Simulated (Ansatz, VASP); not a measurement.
**Two plane-wave programs on AgCl**

Contents of INCAR:

```
  PREC = Accurate
  ENCUT = 520
  EDIFF = 1E-6
  ISMEAR = 0
  SIGMA = 0.02
  LREAL = F
  LASPH = T
  NELM = 60
  ALGO = Normal
  ISIF = 2
  LWAVE = F
  LCHARG = T
  GGA = PE
  LELF = T
  LVHAR = T
  NBANDS = 16
```

The input KPOINTS:

```
Automatic mesh
0
Gamma
  2 2 2
```

File POSCAR:

```
AgCl
1.0
    3.4339730000      0.0000000000      0.0000000000
    0.0000000000      3.4339730000      0.0000000000
    0.0000000000      0.0000000000      3.4339730000
Ag Cl
1 1
Direct
    0.0000000000      0.0000000000      0.0000000000
    0.5000000000      0.5000000000      0.5000000000
```

Input for Ansatz:

```yaml
crystal:
  lattice:
    - [3.433973, 0.0, 0.0]
    - [0.0, 3.433973, 0.0]
    - [0.0, 0.0, 3.433973]
  atoms:
    - { symbol: Ag, position: [0.0, 0.0, 0.0] }
    - { symbol: Cl, position: [0.5, 0.5, 0.5] }
basis:
  ecutwfc: 420
kpoints:
  mp_grid: { grid: [2, 2, 2] }
hamiltonian:
  xc: pbe
scf:
  occupations: { method: gaussian, width: 0.02 }
output:
  forces: true
  stress: true
  eigenvalues: true
```

Alike in both runs: task single point; functional PBE; k mesh 2 × 2 × 2; occupations gaussian, width 0.02 eV; no spin polarisation.

|  | VASP | Ansatz |
| --- | --- | --- |
| version | VASP 6.6.1 | Ansatz 0.2.0 |
| potentials or method | VASP PAW PBE potentials, release 64 (Ag, Cl) | scalar-relativistic, plane waves, PAW |
| plane-wave cutoff (eV) | 520 | 420 |
| valence electrons in the cell | 18 | 26 |

```csv
,VASP,Ansatz,Ansatz less VASP
gap on the k mesh at the Fermi level (eV),0.33,0.33,+0.004
least direct gap on the mesh (eV),1.71,1.71,+0.001
pressure (GPa),6.9,7.0,+0.15
```

The two sets of potentials don't hold the same shells in valence.

Caveats: the k mesh is coarse (spacing up to 0.91 Å⁻¹), so the values aren't converged.
